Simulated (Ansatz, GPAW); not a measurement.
**Ballistic transport through C2 in line between two Ru chains, from relaxation to T(E)**

How well does C2 in line between two Ru chains conduct once its atoms have relaxed, and how much do cheaper levels lose?

Method: Ansatz plane waves; relaxation of the junction with the lead ends held; PAW set soft_1, in the first sound run; inputs show where later runs differ, in GPAW 26.7.0 and Ansatz 0.2.0.

**1. The structure**

The cell holds 18 atoms: 16 Ru and 2 C. Cell: a = 9.000 Å, b = 9.000 Å, c = 38.457 Å, α = 90.0°, β = 90.0°, γ = 90.0°. Regions: left lead, 8 atoms (8 Ru); channel, 2 atoms (2 C); right lead, 8 atoms (8 Ru). Vacuum lies along a and b. The structure is stacked along c, and the current runs across the ab planes.

**2. Relaxing the atoms**

Transmission follows bond lengths closely, so the atoms between the held lead ends are relaxed first, from a slightly shaken start that lets symmetry break.

Contents of input.yaml:

```yaml
crystal:
  lattice:
    - [9.0, 0.0, 0.0]
    - [0.0, 9.0, 0.0]
    - [0.0, 0.0, 38.457]
  atoms:
    - { symbol: Ru, position: [0.5, 0.5, 0.0292534519] }
    - { symbol: Ru, position: [0.5, 0.5, 0.0877603557] }
    - { symbol: Ru, position: [0.5, 0.5, 0.1462672595] }
    - { symbol: Ru, position: [0.5, 0.5, 0.2047741634] }
    - { symbol: Ru, position: [0.5, 0.5, 0.2632810672] }
    - { symbol: Ru, position: [0.5, 0.5, 0.321787971] }
    - { symbol: Ru, position: [0.4985588666, 0.4962330108, 0.3808205349] }
    - { symbol: Ru, position: [0.4963072847, 0.5067130519, 0.4395226711] }
    - { symbol: C, position: [0.4988024569, 0.5019017191, 0.4851352855] }
    - { symbol: C, position: [0.5094465647, 0.4969224511, 0.5169527579] }
    - { symbol: Ru, position: [0.5017258021, 0.4990681632, 0.5620502365] }
    - { symbol: Ru, position: [0.5016892477, 0.5035874695, 0.6192948755] }
    - { symbol: Ru, position: [0.5, 0.5, 0.678212029] }
    - { symbol: Ru, position: [0.5, 0.5, 0.7367189328] }
    - { symbol: Ru, position: [0.5, 0.5, 0.7952258366] }
    - { symbol: Ru, position: [0.5, 0.5, 0.8537327405] }
    - { symbol: Ru, position: [0.5, 0.5, 0.9122396443] }
    - { symbol: Ru, position: [0.5, 0.5, 0.9707465481] }
kpoints:
  mp_grid: { grid: [1, 1, 2] }
hamiltonian:
  xc: pbe
  pseudopotentials: { kind: paw, azcp: { folder: soft_1 } }
scf:
  occupations: { method: fermi_dirac, width: 0.1 }
relax:
  f_tol: 0.03
  max_steps: 80
  constraints: [{ sites: [0, 1, 2, 3, 4, 5, 12, 13, 14, 15, 16, 17] }]
```

Command:

```console
> ansatz run input.yaml --threads 4 --pin off --max-ram 8192MiB --backend cpu --events-out ev --progress --plain --runs-dir out
```

Numbers of over 12 decimals in the logs are rounded to 6 here.

Output:

```text
Engine: ansatz 0.2.0, aarch64-unknown-linux-gnu
Pseudopotentials: kind: paw
Pseudopotential: Ru, paw, valence charge 16, recommended cutoff 420 eV (normal), soft_1/Ru.paw.azcp
Pseudopotential: C, paw, valence charge 4, recommended cutoff 420 eV (normal), soft_1/C.paw.azcp
Functional definition: PBE
  parameter kappa = 0.804
  parameter beta = 0.066725
  exchange = pbe_x(kappa = kappa, mu = beta*pi^2/3)
  correlation = pbe_c(beta = beta)
Crystal: 18 atoms, lattice volume = 3115.017 Å³
Basis set: ecut = 420 eV, 60781 PW (Γ), exchange–correlation on 128×128×540 points (8 copies of the dense FFT grid, shifted against one another)
Bands: 159, of which v1, the nominal top of the filled ones, is band 132 counted from 1 (131 counted from 0)
Symmetry: 1 space group operations
Space group: P1 (ITA 1), of the structure as read, at distance tolerance 1.5e-4 Å
k-points: 2
Non-local potential: Ru, projectors of the file, l = 0: 3, l = 1: 2, l = 2: 2, l = 3: 1
Non-local potential: C, projectors of the file, l = 0: 2, l = 1: 2, l = 2: 1
PAW form: soft (Blöchl's): semilocal exchange-correlation on the pseudo side does not see the compensation charge
PAW one-centre angular grid: Ru, 590 points (default); XC on 64 Gauss nodes
PAW one-centre angular grid: C, 110 points (default); XC on 64 Gauss nodes
Initial density: superposition of atomic densities (neutral atoms: chi_scale 0, normalization atom)
Initial wavefunctions: pseudopotential atomic-orbital guess
Functional: x = pbe(κ = 0.804, μ = 0.219515), c = pbe(β = 0.066725)
SCF iter   1: F=—  HF=-94499.868503 eV  |F-HF|=—  |Δ(HF+E_count)|=         —  Δρ=2.71e-2  dr2=6.49e1  ethr=3.10e-3  ⟨swp⟩=6.5  Hψ=1163  notcnv=0
preconditioner: auto → LDOS  [metal: Δε(μ)=0.023 eV  Ē_g=3.002 eV  σ=0.100 eV  W_gap=0.06  n_scr=330 (ndim 8)  ℏωp=7.7 eV  f_vac=0.736  D(μ)=54.29/eV (n_scr^D=312)  β→1.0]
SCF iter   2: F=—  HF=-94492.816897 eV  |F-HF|=—  |Δ(HF+E_count)|=    7.05e0  Δρ=1.10e-2  dr2=4.58e0  ethr=3.10e-3  ⟨swp⟩=3.0  Hψ=840  notcnv=0
SCF iter   3: F=—  HF=-94492.467626 eV  |F-HF|=—  |Δ(HF+E_count)|=   3.49e-1  Δρ=3.62e-3  dr2=7.01e-1  ethr=1.73e-3  ⟨swp⟩=3.0  Hψ=568  notcnv=0
SCF iter   4: F=—  HF=-94492.360103 eV  |F-HF|=—  |Δ(HF+E_count)|=   1.08e-1  Δρ=9.10e-4  dr2=5.00e-2  ethr=2.65e-4  ⟨swp⟩=3.0  Hψ=558  notcnv=0
SCF iter   5: F=—  HF=-94492.358932 eV  |F-HF|=—  |Δ(HF+E_count)|=   1.17e-3  Δρ=4.23e-4  dr2=1.53e-2  ethr=1.89e-5  ⟨swp⟩=2.0  Hψ=546  notcnv=0
SCF iter   6: F=—  HF=-94492.358796 eV  |F-HF|=—  |Δ(HF+E_count)|=   1.36e-4  Δρ=1.51e-4  dr2=2.37e-3  ethr=5.79e-6  ⟨swp⟩=2.0  Hψ=457  notcnv=0
SCF iter   7: F=—  HF=-94492.358885 eV  |F-HF|=—  |Δ(HF+E_count)|=   8.87e-5  Δρ=4.60e-5  dr2=1.81e-4  ethr=8.99e-7  ⟨swp⟩=1.5  Hψ=319  notcnv=0
SCF iter   8: F=-94492.358915 eV  HF=-94492.358924 eV  |F-HF|=8.96e-6  |Δ(HF+E_count)|=   3.88e-5  Δρ=1.61e-5  dr2=1.53e-5  ethr=8.52e-9  ⟨swp⟩=4.0  Hψ=1248  notcnv=0
SCF 1 converged in 8 iterations: F = -94492.358915 eV  dr2 = 1.53e-5
  greatest PAW one-centre occupation: 1.000 electrons in one spin orbital (limit 2), on the Ru atom at site 10 (counted from 0), in its partial waves of l = 0
relax step   1: F+E_penalty+E_count = -94492.35891472 eV  Δ(F+E_penalty+E_count) = +0.000e0 eV  max|allowed force component| = 4.990e0 eV/Å  Δτ_max = 0.0000 Å  (8 SCF iters, dr2 threshold 2.25e-5 eV, accepted)
Initial density: handed on by an earlier stage of this run
Initial wavefunctions: those handed on with the density
iter 1 solved again at ethr=3.70e-4 eV; its pass at ethr=3.10e-3 eV (dr2=9.77e-1 eV) is discarded
SCF iter   1: F=—  HF=-94493.234637 eV  |F-HF|=—  |Δ(HF+E_count)|=         —  Δρ=4.69e-3  dr2=9.84e-1  ethr=3.70e-4  ⟨swp⟩=2.0  Hψ=1071  notcnv=0
preconditioner: auto → LDOS  [metal: Δε(μ)=0.050 eV  Ē_g=2.978 eV  σ=0.100 eV  W_gap=0.12  n_scr=330 (ndim 8)  ℏωp=7.8 eV  f_vac=0.756  D(μ)=59.62/eV (n_scr^D=346)  β→1.0]
SCF iter   2: F=—  HF=-94493.148045 eV  |F-HF|=—  |Δ(HF+E_count)|=   8.66e-2  Δρ=1.39e-3  dr2=1.01e-1  ethr=3.70e-4  ⟨swp⟩=2.0  Hψ=505  notcnv=0
SCF iter   3: F=—  HF=-94493.145862 eV  |F-HF|=—  |Δ(HF+E_count)|=   2.18e-3  Δρ=9.31e-4  dr2=2.87e-2  ethr=3.81e-5  ⟨swp⟩=2.0  Hψ=555  notcnv=0
SCF iter   4: F=—  HF=-94493.142082 eV  |F-HF|=—  |Δ(HF+E_count)|=   3.78e-3  Δρ=2.52e-4  dr2=2.22e-3  ethr=1.09e-5  ⟨swp⟩=2.0  Hψ=438  notcnv=0
SCF iter   5: F=—  HF=-94493.141747 eV  |F-HF|=—  |Δ(HF+E_count)|=   3.35e-4  Δρ=8.46e-5  dr2=3.63e-4  ethr=8.41e-7  ⟨swp⟩=2.0  Hψ=455  notcnv=0
SCF iter   6: F=-94493.141676 eV  HF=-94493.141722 eV  |F-HF|=4.66e-5  |Δ(HF+E_count)|=   2.44e-5  Δρ=3.01e-5  dr2=5.90e-5  ethr=3.79e-8  ⟨swp⟩=4.0  Hψ=1186  notcnv=0
SCF 2 converged in 6 iterations: F = -94493.141676 eV  dr2 = 5.90e-5
relax step   2: F+E_penalty+E_count = -94493.14167559 eV  Δ(F+E_penalty+E_count) = -7.828e-1 eV  max|allowed force component| = 2.675e0 eV/Å  Δτ_max = 0.1500 Å  (6 SCF iters, dr2 threshold 1.00e-4 eV, accepted)
iter 1 solved again at ethr=3.45e-4 eV; its pass at ethr=3.10e-3 eV (dr2=9.12e-1 eV) is discarded
SCF iter   1: F=—  HF=-94493.697984 eV  |F-HF|=—  |Δ(HF+E_count)|=         —  Δρ=4.75e-3  dr2=9.01e-1  ethr=3.45e-4  ⟨swp⟩=2.0  Hψ=1162  notcnv=0
preconditioner: auto → LDOS  [metal: Δε(μ)=0.008 eV  Ē_g=3.010 eV  σ=0.100 eV  W_gap=0.02  n_scr=330 (ndim 8)  ℏωp=7.8 eV  f_vac=0.756  D(μ)=54.56/eV (n_scr^D=320)  β→1.0]
SCF iter   2: F=—  HF=-94493.659162 eV  |F-HF|=—  |Δ(HF+E_count)|=   3.88e-2  Δρ=2.47e-3  dr2=2.05e-1  ethr=3.41e-4  ⟨swp⟩=2.0  Hψ=604  notcnv=0
SCF iter   3: F=—  HF=-94493.624104 eV  |F-HF|=—  |Δ(HF+E_count)|=   3.51e-2  Δρ=8.78e-4  dr2=3.52e-2  ethr=7.77e-5  ⟨swp⟩=2.0  Hψ=602  notcnv=0
SCF iter   4: F=—  HF=-94493.620421 eV  |F-HF|=—  |Δ(HF+E_count)|=   3.68e-3  Δρ=2.07e-4  dr2=1.96e-3  ethr=1.33e-5  ⟨swp⟩=2.0  Hψ=448  notcnv=0
SCF iter   5: F=—  HF=-94493.620278 eV  |F-HF|=—  |Δ(HF+E_count)|=   1.43e-4  Δρ=6.17e-5  dr2=2.76e-4  ethr=7.41e-7  ⟨swp⟩=2.0  Hψ=456  notcnv=0
SCF iter   6: F=-94493.620322 eV  HF=-94493.620346 eV  |F-HF|=2.48e-5  |Δ(HF+E_count)|=   6.87e-5  Δρ=2.59e-5  dr2=4.26e-5  ethr=3.79e-8  ⟨swp⟩=3.5  Hψ=1182  notcnv=0
SCF 3 converged in 6 iterations: F = -94493.620322 eV  dr2 = 4.26e-5
  greatest PAW one-centre occupation: 1.000 electrons in one spin orbital (limit 2), on the Ru atom at site 6 (counted from 0), in its partial waves of l = 0
relax step   3: F+E_penalty+E_count = -94493.62032152 eV  Δ(F+E_penalty+E_count) = -4.786e-1 eV  max|allowed force component| = 1.814e0 eV/Å  Δτ_max = 0.1975 Å  (6 SCF iters, dr2 threshold 1.00e-4 eV, accepted)
[... from here on, the SCF cycles and remarks between the steps are left out ...]
relax step   4: F+E_penalty+E_count = -94493.99250223 eV  Δ(F+E_penalty+E_count) = -3.722e-1 eV  max|allowed force component| = 5.638e-1 eV/Å  Δτ_max = 0.1964 Å  (7 SCF iters, dr2 threshold 1.00e-4 eV, accepted)
relax step   5: F+E_penalty+E_count = -94494.17639248 eV  Δ(F+E_penalty+E_count) = -1.839e-1 eV  max|allowed force component| = 7.678e-1 eV/Å  Δτ_max = 0.1960 Å  (7 SCF iters, dr2 threshold 3.07e-5 eV, accepted)
relax step   6: F+E_penalty+E_count = -94494.24023170 eV  Δ(F+E_penalty+E_count) = -6.384e-2 eV  max|allowed force component| = 9.744e-1 eV/Å  Δτ_max = 0.1917 Å  (7 SCF iters, dr2 threshold 5.69e-5 eV, accepted)
relax step   7: F+E_penalty+E_count = -94494.27400298 eV  Δ(F+E_penalty+E_count) = -3.377e-2 eV  max|allowed force component| = 1.204e-1 eV/Å  Δτ_max = 0.2000 Å  (7 SCF iters, dr2 threshold 1.00e-4 eV, accepted)
relax step   8: F+E_penalty+E_count = -94494.27437494 eV  Δ(F+E_penalty+E_count) = -3.720e-4 eV  max|allowed force component| = 1.231e-1 eV/Å  Δτ_max = 0.1066 Å  (8 SCF iters, dr2 threshold 9.05e-7 eV, accepted)
relax step   9: F+E_penalty+E_count = -94494.28346358 eV  Δ(F+E_penalty+E_count) = -9.089e-3 eV  max|allowed force component| = 3.682e-2 eV/Å  Δτ_max = 0.1496 Å  (8 SCF iters, dr2 threshold 9.47e-7 eV, accepted)
relax step  10: F+E_penalty+E_count = -94494.28622306 eV  Δ(F+E_penalty+E_count) = -2.759e-3 eV  max|allowed force component| = 1.865e-2 eV/Å  Δτ_max = 0.0722 Å  (8 SCF iters, accepted)
relax step  11: F+E_penalty+E_count = -94494.27106644 eV  Δ(F+E_penalty+E_count) = +1.516e-2 eV  max|allowed force component| = 2.734e-1 eV/Å  Δτ_max = 0.1954 Å  (10 SCF iters, rejected (line search))
relax step  12: F+E_penalty+E_count = -94494.28710865 eV  Δ(F+E_penalty+E_count) = -8.856e-4 eV  max|allowed force component| = 1.479e-2 eV/Å  Δτ_max = 0.0457 Å  (10 SCF iters, accepted)
relax step  13: F+E_penalty+E_count = -94494.28756210 eV  Δ(F+E_penalty+E_count) = -4.535e-4 eV  max|allowed force component| = 5.566e-2 eV/Å  Δτ_max = 0.0976 Å  (8 SCF iters, accepted)
relax step  14: F+E_penalty+E_count = -94494.28779261 eV  Δ(F+E_penalty+E_count) = -2.305e-4 eV  max|allowed force component| = 2.905e-2 eV/Å  Δτ_max = 0.0857 Å  (7 SCF iters, dr2 threshold 1.95e-6 eV, accepted)
relax step  15: F+E_penalty+E_count = -94494.28779345 eV  Δ(F+E_penalty+E_count) = -8.389e-7 eV  max|allowed force component| = 2.900e-2 eV/Å  Δτ_max = 0.0000 Å  (4 SCF iters, accepted)
SCF iter   1: F=—  HF=-94494.290861 eV  |F-HF|=—  |Δ(HF+E_count)|=         —  Δρ=8.86e-4  dr2=1.35e-2  ethr=8.10e-5  ⟨swp⟩=3.0  Hψ=800  notcnv=0
preconditioner: auto → LDOS  [metal: Δε(μ)=0.026 eV  Ē_g=2.909 eV  σ=0.100 eV  W_gap=0.07  n_scr=330 (ndim 8)  ℏωp=7.8 eV  f_vac=0.754  D(μ)=54.10/eV (n_scr^D=312)  β→1.0]
SCF iter   2: F=—  HF=-94494.289439 eV  |F-HF|=—  |Δ(HF+E_count)|=   1.42e-3  Δρ=4.16e-4  dr2=5.17e-3  ethr=5.12e-6  ⟨swp⟩=3.0  Hψ=630  notcnv=0
SCF iter   3: F=—  HF=-94494.288161 eV  |F-HF|=—  |Δ(HF+E_count)|=   1.28e-3  Δρ=1.02e-4  dr2=3.46e-4  ethr=1.96e-6  ⟨swp⟩=2.5  Hψ=558  notcnv=0
SCF iter   4: F=—  HF=-94494.288119 eV  |F-HF|=—  |Δ(HF+E_count)|=   4.22e-5  Δρ=2.44e-5  dr2=2.48e-5  ethr=1.31e-7  ⟨swp⟩=2.0  Hψ=507  notcnv=0
SCF iter   5: F=—  HF=-94494.288966 eV  |F-HF|=—  |Δ(HF+E_count)|=   8.47e-4  Δρ=1.46e-5  dr2=6.26e-6  ethr=9.40e-9  ⟨swp⟩=2.0  Hψ=534  notcnv=0
SCF iter   6: F=—  HF=-94494.288966 eV  |F-HF|=—  |Δ(HF+E_count)|=   7.92e-7  Δρ=3.39e-6  dr2=6.29e-7  ethr=2.37e-9  ⟨swp⟩=2.0  Hψ=496  notcnv=0
SCF iter   7: F=—  HF=-94494.288967 eV  |F-HF|=—  |Δ(HF+E_count)|=   1.99e-7  Δρ=1.62e-6  dr2=1.39e-7  ethr=3.79e-11  ⟨swp⟩=5.0  Hψ=1146  notcnv=0
SCF iter   8: F=-94494.288967 eV  HF=-94494.288967 eV  |F-HF|=1.30e-9  |Δ(HF+E_count)|=   8.13e-9  Δρ=4.05e-7  dr2=5.83e-9  ethr=3.79e-11  ⟨swp⟩=4.0  Hψ=1005  notcnv=0
SCF 16 converged in 8 iterations: F = -94494.288967 eV  dr2 = 5.83e-9
relax step  16: F+E_penalty+E_count = -94494.28896661 eV  Δ(F+E_penalty+E_count) = -1.173e-3 eV  max|allowed force component| = 1.973e-2 eV/Å  Δτ_max = 0.0486 Å  (8 SCF iters, accepted)
SCF converged after 8 iterations
Free energy (F): -94494.288967 eV
Harris-Foulkes:  -94494.288967 eV  (|F-HF|=1.30e-9)
Internal energy: -94492.569127 eV  (E = F + TS)
E sigma→0 (E₀):  -94493.429047 eV
Entropy (-TS):   -1.719840 eV (-95.547 meV/atom)
Fermi energy:    -3.017171 eV
--- Per-component energies (eV) ---
  E_band       = -7434.766220
  E_kinetic    = 7474.191531
  E_local      = -84250.233702  (includes V_loc(G=0)·N_el)
  E_nonlocal   = 6780.652012
  E_hartree    = 35328.541718
  E_xc         = -2730.474472
  E_vxc        = -3438.820889  (∫ρ·V_xc dr)
  E_paw        = -56266.656161  (= ΣΔE_a)
  E_vpaw       = -4657.648819  (= ΣTr[D̂ρ^β])
  E_aug_tail   = 0.010969  (compensation charges beyond the density's cutoff)
  E_ewald      = -828.601022
  E_smearing   = -1.719840  (= −TS)
  E_closure    = 0.000000  (closes the sum)
  Σ components = -94494.288967   (vs F -94494.288967, Δ=0.00e0)
--- Forces (eV/Å), atoms counted from 1 ---
  atom   1  Ru     0.00641811    -0.00239079     0.09129863
  atom   2  Ru    -0.01749805     0.00643382    -0.05768553
  atom   3  Ru    -0.01332654     0.00460807    -0.03742850
  atom   4  Ru     0.05937061    -0.02121871     0.14398268
  atom   5  Ru     0.19313599    -0.06935164     0.03874553
  atom   6  Ru    -0.23104850     0.08491222     0.55878522
  atom   7  Ru     0.00138249    -0.00246786     0.01532561
  atom   8  Ru    -0.00161177    -0.00074664    -0.01465716
  atom   9  C      0.00510561     0.00862743     0.01973000
  atom  10  C     -0.00569872    -0.00844208    -0.00501819
  atom  11  Ru     0.00488998    -0.00100599    -0.00812248
  atom  12  Ru     0.00048557    -0.00217639    -0.00317349
  atom  13  Ru    -0.22998939     0.08356345    -0.55926806
  atom  14  Ru     0.19320028    -0.06786319    -0.04090966
  atom  15  Ru     0.05921876    -0.02099000    -0.14665996
  atom  16  Ru    -0.01293928     0.00460272     0.03873515
  atom  17  Ru    -0.01784414     0.00619423     0.05801718
  atom  18  Ru     0.00674768    -0.00228898    -0.09170343
  max |Σ_I F_I| component: 6.44e-6 eV/Å
--- Relaxed structure (16 steps of the walk, 15 accepted, 0 SCFs on fresh bases) ---
  F+E_penalty+E_count = -94494.28896661 eV   max|allowed force component| = 1.973e-2 eV/Å
  atoms:
    - { symbol: Ru, position: [0.5, 0.5, 0.0292534519] }
    - { symbol: Ru, position: [0.5, 0.5, 0.0877603557] }
    - { symbol: Ru, position: [0.5, 0.5, 0.1462672595] }
    - { symbol: Ru, position: [0.5, 0.5, 0.2047741634] }
    - { symbol: Ru, position: [0.5, 0.5, 0.263281] }
    - { symbol: Ru, position: [0.5, 0.5, 0.321787971] }
    - { symbol: Ru, position: [0.574249, 0.473452, 0.379304] }
    - { symbol: Ru, position: [0.485107, 0.505766, 0.431347] }
    - { symbol: C, position: [0.527079, 0.490527, 0.483106] }
    - { symbol: C, position: [0.527142, 0.490950, 0.516846] }
    - { symbol: Ru, position: [0.484985, 0.506062, 0.568647] }
    - { symbol: Ru, position: [0.574299, 0.473950, 0.620648] }
    - { symbol: Ru, position: [0.5, 0.5, 0.678212029] }
    - { symbol: Ru, position: [0.5, 0.5, 0.7367189328] }
    - { symbol: Ru, position: [0.5, 0.5, 0.7952258366] }
    - { symbol: Ru, position: [0.5, 0.5, 0.8537327405] }
    - { symbol: Ru, position: [0.5, 0.5, 0.9122396443] }
    - { symbol: Ru, position: [0.5, 0.5, 0.9707465481] }
```

The job ended after 6.7 min (4 threads of Arm Neoverse N1, shared host; peak memory 4.5 GiB).

The steps of the relaxation:

| step | energy less that of the first step (eV) | largest force component (eV/Å) |
| --- | --- | --- |
| 1 | 0.0000 | 4.9903 |
| 2 | -0.7828 | 2.6755 |
| 3 | -1.2614 | 1.8141 |
| 4 | -1.6336 | 0.5638 |
| 5 | -1.8175 | 0.7678 |
| 6 | -1.8813 | 0.9744 |
| 7 | -1.9151 | 0.1203 |
| 8 | -1.9155 | 0.1231 |
| 9 | -1.9245 | 0.0368 |
| 10 | -1.9273 | 0.0186 |
| 11 | -1.9122 | 0.2734 |
| 12 | -1.9282 | 0.0148 |
| 13 | -1.9286 | 0.0557 |
| 14 | -1.9289 | 0.0291 |
| 15 | -1.9289 | 0.0290 |
| 16 | -1.9301 | 0.0197 |

Relaxation step 11 was tried and not accepted.

The atoms that moved most (Å):

| atom | dx | dy | dz | length |
| --- | --- | --- | --- | --- |
| Ru7 | 0.681 | -0.205 | -0.058 | 0.714 |
| Ru12 | 0.653 | -0.267 | 0.052 | 0.708 |
| Ru8 | -0.101 | -0.009 | -0.314 | 0.330 |
| Ru11 | -0.151 | 0.063 | 0.254 | 0.302 |
| C9 | 0.254 | -0.102 | -0.078 | 0.285 |
| C10 | 0.159 | -0.054 | -0.004 | 0.168 |

The relaxed structure:

```cif
data_structure
_symmetry_space_group_name_H-M 'P 1'
_symmetry_Int_Tables_number 1
_cell_length_a 9.0000
_cell_length_b 9.0000
_cell_length_c 38.4570
_cell_angle_alpha 90.000
_cell_angle_beta 90.000
_cell_angle_gamma 90.000
_cell_volume 3115.02
loop_
_atom_site_label
_atom_site_type_symbol
_atom_site_fract_x
_atom_site_fract_y
_atom_site_fract_z
_atom_site_occupancy
Ru1 Ru 0.50000 0.50000 0.02925 1
Ru2 Ru 0.50000 0.50000 0.08776 1
Ru3 Ru 0.50000 0.50000 0.14627 1
Ru4 Ru 0.50000 0.50000 0.20477 1
Ru5 Ru 0.50000 0.50000 0.26328 1
Ru6 Ru 0.50000 0.50000 0.32179 1
Ru7 Ru 0.57425 0.47345 0.37930 1
Ru8 Ru 0.48511 0.50577 0.43135 1
C9 C 0.52708 0.49053 0.48311 1
C10 C 0.52714 0.49095 0.51685 1
Ru11 Ru 0.48498 0.50606 0.56865 1
Ru12 Ru 0.57430 0.47395 0.62065 1
Ru13 Ru 0.50000 0.50000 0.67821 1
Ru14 Ru 0.50000 0.50000 0.73672 1
Ru15 Ru 0.50000 0.50000 0.79523 1
Ru16 Ru 0.50000 0.50000 0.85373 1
Ru17 Ru 0.50000 0.50000 0.91224 1
Ru18 Ru 0.50000 0.50000 0.97075 1
```

Numbers from this step:

| Quantity | Value |
| --- | --- |
| free energy | -94494.2890 eV |
| smearing term TS | 1.720 eV |
| symmetry operations | 1 |

The relaxation lowered the energy of the cell by 1.93 eV.

[end of part 1 of 3]

[Logs are printed without paths, hosts, clocks, repeated set-up lines and the standing remarks that a program may print on its own settings, such as how far it seeks lower states.]

[Hosts, paths, dates, database ids (printed as entryN), source tags and the programs' standing remarks are cut or masked in the printed files.]
